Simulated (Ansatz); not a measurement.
Equation of state of GaN under PBE+D4

```yaml
crystal:
  lattice:
    - [0.00000, 2.25350, 2.25350]
    - [2.25350, 0.00000, 2.25350]
    - [2.25350, 2.25350, 0.00000]
  atoms:
    - { symbol: Ga, position: [0.00000, 0.00000, 0.00000] }
    - { symbol: N, position: [0.25000, 0.25000, 0.25000] }
```

The cell is a database's computed one, not the measured one.

The cell was scaled at fixed shape and fractions and run with Ansatz, Ansatz PAW, cutoff 420 eV; PBE+D4, k mesh 10 × 10 × 10 on the cell of 2 atoms, fermi-dirac occupations of 0.05 eV, no spin polarisation, no spin-orbit coupling. Energies are those that the program minimises, any entropy of the smearing included.

| V (Å³/atom) | energy over the lowest row (meV/atom) |
| --- | --- |
| 10.7572 | 23.547 |
| 10.9861 | 9.393 |
| 11.2150 | 1.771 |
| 11.4439 | 0.000 |
| 11.6728 | 3.392 |
| 11.9016 | ? |
| 12.1305 | 23.857 |

Fit the third-order Birch-Murnaghan form, give V0, B0 and B′, and predict the energy left open.

With y = (V0/V)^(2/3), E = E0 + (9 V0 B0/16) [(y - 1)³ B′ + (y - 1)² (6 - 4y)]. Least squares through the rows shown give V0 = 11.4043 Å³/atom, E0 = -0.103 meV, B0 = 185.6 GPa (1 eV/Å³ = 160.218 GPa) and B′ = 4.44, with a largest miss of 0.024 meV. At V = 11.9016 the form with these constants gives 11.522 meV; the run gave 11.517 meV an atom.

The fitted minimum lies just below the volume of the database cell, and the curve is that of a stiff solid, with B0 = 185.6 GPa. This stiffness is what short, strongly polar covalent Ga-N bonds should give: the nitrogen 2p shell is compact, having no p core beneath it, and overlaps well with the gallium sp³ hybrids. The well is anharmonic, as the positive B′ of 4.44 shows. Compression raises the Pauli repulsion between overlapping shells steeply, while expansion weakens the bonding more gradually, so equal volume changes cost more energy inward than outward.

The open point is reproduced to well within the largest miss of the fit, so the third-order form describes this range adequately. Since that point lies between computed volumes, the agreement tests interpolation rather than behaviour under strong compression. Dispersion attraction probably draws the minimum inward, but its share can't be separated from that of the underlying functional using this single curve. Nor does the curve bear on the energetic order of zinc blende and wurtzite, the usual ground-state form.
